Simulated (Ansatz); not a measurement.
SrF$_{2}$ (fluorite)

```yaml
crystal:
  lattice:
    - [0.00000, 2.87905, 2.87905]
    - [2.87905, 0.00000, 2.87905]
    - [2.87905, 2.87905, 0.00000]
  atoms:
    - { symbol: Sr, position: [0.00000, 0.00000, 0.00000] }
    - { symbol: F, position: [0.25000, 0.25000, 0.25000] }
    - { symbol: F, position: [0.75000, 0.75000, 0.75000] }
```

The slice is a {110} plane (indices of the conventional cell) through the point (0.250, 0.250, 0.250) (fractional), spanned by u = [100] and v = [1 -1 -1] in vectors of this cell: u (4.07 Å) and v (5.76 Å, at 90° to u). It covers one period; positions are fractions (u, v).

Computed with PBEsol (plane waves to 420 eV, PAW, scalar-relativistic; Ansatz, a first-principles code). k mesh 10×10×10. Near the nuclei the fields are pseudised (PAW); where an atom keeps semicore shells as valence, they peak there. SrF2 was relaxed with its symmetry unable to fall.

Three fields on this plane, each scaled to ten steps between its own extremes (0 low, 9 high; the total valence density on a logarithmic scale, the potential cut 8 eV below its top; x marks points blanked near nuclei; v = 0 in the bottom row):

Map A
```
|xxxx9877789xxx|
|xxx999989999xx|
|xx99999999999x|
|99999999999999|
|99999999999999|
|99999999999999|
|xx99999999999x|
|xxx999989999xx|
|xxxx9877789xxx|
|xxxx8654568xxx|
|xxxx5200025xxx|
|xxx510xxx015xx|
|xx730xxxxx037x|
|9860xxxxxxx068|
|9850xxxxxxx058|
|9860xxxxxxx068|
|xx730xxxxx037x|
|xxx510xxx015xx|
|xxxx5200025xxx|
|xxxx8654568xxx|
```

Map B
```
|xxxx4000004xxx|
|xxx830000038xx|
|xx85100000158x|
|32100000000012|
|00000000000000|
|32100000000012|
|xx85100000158x|
|xxx830000038xx|
|xxxx4000004xxx|
|xxxx2000002xxx|
|xxxx1168611xxx|
|xxx219xxx912xx|
|xx418xxxxx814x|
|3202xxxxxxx202|
|0005xxxxxxx500|
|3202xxxxxxx202|
|xx418xxxxx814x|
|xxx219xxx912xx|
|xxxx1168611xxx|
|xxxx2000002xxx|
```

Map C
```
|xxxx6433346xxx|
|xxx853212358xx|
|xx86421112468x|
|76643100013466|
|55432100012345|
|76643100013466|
|xx86421112468x|
|xxx853212358xx|
|xxxx6433346xxx|
|xxxx7555557xxx|
|xxxx7788877xxx|
|xxx889xxx988xx|
|xx889xxxxx988x|
|7778xxxxxxx877|
|5568xxxxxxx865|
|7778xxxxxxx877|
|xx889xxxxx988x|
|xxx889xxx988xx|
|xxxx7788877xxx|
|xxxx7555557xxx|
```

### Question
Assign the maps to these fields: electron localisation function (ELF); valence electron density; electrostatic potential energy of an electron, from the cell's mean.

### Answer
A is the electrostatic potential energy of an electron, from the cell's mean; B is the electron localisation function (ELF); C is the valence electron density.
